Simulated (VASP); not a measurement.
**A VASP 6.6.1 single-point calculation on CO2**

INCAR

```
ENCUT = 520
NELM = 120
LWAVE = .FALSE.
LCHARG = .FALSE.
LREAL = Auto
IBRION = -1
ISIF = 2
ISMEAR = -1
SIGMA = 0.02
PREC = Accurate
NSW = 0
NBANDS = 25
LASPH = .TRUE.
GGA = PE
EDIFF = 1E-7
```

KPOINTS

```
KPOINTS created by Atomic Simulation Environment
0
Gamma
6 6 6
0 0 0
```

POSCAR

```
C  O
 1.0000000000000000
     4.2072315545999999    0.0000000000000000    0.0000000000000000
     0.0000000000000000    4.2072315545999999    0.0000000000000000
     0.0000000000000000    0.0000000000000000    4.6212335210999997
 C   O
   2   4
Cartesian
  2.1036157772999999  2.1036157772999999  2.3106167605499999
  0.0000000000000000 -0.0000000000000000  0.0000000000000000
  1.2829619797998215  2.9242695748001784  2.3106167605499999
  2.9242695748001784  1.2829619797998215  2.3106167605499999
  0.8206537975001785  0.8206537975001785  0.0000000000000000
  3.3865777570998215  3.3865777570998215  0.0000000000000000
```

The recommended PBE PAW datasets give the neutral cell 32 valence electrons.

Command

```
mpirun -np 1 vasp_std
```

OSZICAR

```
N       E                     dE             d eps       ncg     rms          rms(c)
DAV:   1     0.165516897547E+03    0.16552E+03   -0.16895E+04  2000   0.118E+03
DAV:   2    -0.389187920758E+02   -0.20444E+03   -0.19460E+03  2738   0.277E+02
DAV:   3    -0.491271982266E+02   -0.10208E+02   -0.10155E+02  2365   0.625E+01
DAV:   4    -0.492104181909E+02   -0.83220E-01   -0.83156E-01  2556   0.654E+00
DAV:   5    -0.492114272910E+02   -0.10091E-02   -0.10089E-02  2483   0.700E-01    0.137E+01
DAV:   6    -0.461812153118E+02    0.30302E+01   -0.75905E+00  2483   0.198E+01    0.629E+00
DAV:   7    -0.459774425233E+02    0.20377E+00   -0.40601E-01  2371   0.454E+00    0.346E+00
DAV:   8    -0.459250763110E+02    0.52366E-01   -0.28006E-01  2532   0.331E+00    0.800E-01
DAV:   9    -0.459195327432E+02    0.55436E-02   -0.20239E-02  2435   0.102E+00    0.334E-01
DAV:  10    -0.459199425353E+02   -0.40979E-03   -0.41743E-03  2460   0.432E-01    0.539E-02
DAV:  11    -0.459200785617E+02   -0.13603E-03   -0.95006E-05  2325   0.737E-02    0.202E-02
DAV:  12    -0.459201047023E+02   -0.26141E-04   -0.20187E-05  2468   0.332E-02    0.299E-03
DAV:  13    -0.459201055144E+02   -0.81217E-06   -0.94505E-07  2415   0.697E-03    0.135E-03
DAV:  14    -0.459201053922E+02    0.12218E-06   -0.78674E-08  1853   0.236E-03    0.258E-04
DAV:  15    -0.459201053812E+02    0.11063E-07   -0.31622E-08  1715   0.118E-03
   1 F= -.45920105E+02 E0= -.45920105E+02  d E =-.470602E-11
```

From OUTCAR

```
k-points           NKPTS =     40   k-points in BZ     NKDIM =     40   number of bands    NBANDS=     25

   NELECT =      32.0000    total number of electrons

   dimension x,y,z NGX =    32 NGY =   32 NGZ =   36
   dimension x,y,z NGXF=    64 NGYF=   64 NGZF=   72

  energy-cutoff  :      520.00
  volume of cell :       81.80
      direct lattice vectors                 reciprocal lattice vectors
     4.207231555  0.000000000  0.000000000     0.237685991  0.000000000  0.000000000
     0.000000000  4.207231555  0.000000000     0.000000000  0.237685991  0.000000000
     0.000000000  0.000000000  4.621233521     0.000000000  0.000000000  0.216392441

 k-points in reciprocal lattice and weights: KPOINTS created by Atomic Simulation Env
   0.00000000  0.00000000  0.00000000       0.005
   0.16666667  0.00000000  0.00000000       0.019
   0.33333333  0.00000000  0.00000000       0.019
   0.50000000  0.00000000  0.00000000       0.009
   0.16666667  0.16666667  0.00000000       0.019
   0.33333333  0.16666667  0.00000000       0.037
   0.50000000  0.16666667  0.00000000       0.019
   0.33333333  0.33333333  0.00000000       0.019
   ...

 E-fermi :  -2.5303

 k-point     1 :       0.0000    0.0000    0.0000
  band No.  band energies     occupation
      1     -23.9494      2.00000
      2     -23.6292      2.00000
      3     -22.7114      2.00000
      4     -22.7114      2.00000
      5      -8.5758      2.00000
      6      -8.1985      2.00000
      7      -7.9271      2.00000
      8      -7.2963      2.00000
      9      -7.2963      2.00000
     10      -6.5341      2.00000
     11      -6.5341      2.00000
     12      -6.4842      2.00000
     13      -4.4318      2.00000
     14      -3.5334      2.00000
     15      -3.4733      2.00000
     16      -3.4733      2.00000
     17       3.6650      0.00000
     18       4.5572      0.00000
     19       5.0263      0.00000
     20       5.0263      0.00000
     21       6.2236      0.00000
     22       7.9362      0.00000
     23      10.5383      0.00000
     24      12.7155      0.00000
     25      12.8810      0.00000

 k-point     2 :       0.1667    0.0000    0.0000
  band No.  band energies     occupation
      1     -23.9208      2.00000
      2     -23.6406      2.00000
      3     -22.7215      2.00000
      4     -22.7185      2.00000
      5      -8.5258      2.00000
      6      -8.2477      2.00000
      7      -7.8387      2.00000
      8      -7.4072      2.00000
      9      -7.2370      2.00000
     10      -6.6890      2.00000
     11      -6.5886      2.00000
     12      -6.5802      2.00000
     13      -4.2378      2.00000
     14      -3.4776      2.00000
     15      -3.4731      2.00000
     16      -3.4730      2.00000
     17       4.0113      0.00000
     18       4.6560      0.00000
     19       5.0700      0.00000
     20       5.0707      0.00000
     21       6.0800      0.00000
     22       8.1643      0.00000
     23      10.0522      0.00000
     24      12.5576      0.00000
     25      12.8203      0.00000

 ...

  Total        4.4118019      4.4118019      1.0536648      0.0000000      0.0000000      0.0000000
  in kB       86.4123558     86.4123558     20.6377482      0.0000000      0.0000000      0.0000000
  external PRESSURE =      64.4874866 kB  Pullay stress =       0.0000000 kB

 POSITION                                       TOTAL-FORCE (eV/Angst)
 -----------------------------------------------------------------------------------
      2.10362      2.10362      2.31062        -0.000000      0.000000     -0.000000
      0.00000      0.00000      0.00000        -0.000000      0.000000     -0.000000
      1.28296      2.92427      2.31062        -1.021910      1.021910     -0.000000
      2.92427      1.28296      2.31062         1.021910     -1.021910     -0.000000
      0.82065      0.82065      0.00000         1.021910      1.021910      0.000000
      3.38658      3.38658      0.00000        -1.021910     -1.021910     -0.000000
 -----------------------------------------------------------------------------------
    total drift:                                0.000000     -0.000000      0.000000

  FREE ENERGIE OF THE ION-ELECTRON SYSTEM (eV)
  ---------------------------------------------------
  free  energy   TOTEN  =       -45.9201053812 eV

  energy  without entropy=      -45.9201053812  energy(sigma->0) =      -45.92010538
```

It converged. Results: gap between bands v and c on the k mesh 6.66 eV; least direct gap on the k mesh 7.14 eV; pressure 6.4 GPa; largest force 1.45 eV/Å. Band v is the last that the valence electrons fill when counted band by band, and c is the next.

For comparison, a separate PBE run of the intended cell, on usual settings and not on those above, gives a gap of 6.66 eV on its mesh and a pressure of 6.4 GPa.

The run above took about 67 s on one core of a shared host (Intel Xeon Platinum 8488C) and held 0.2 GiB at most.
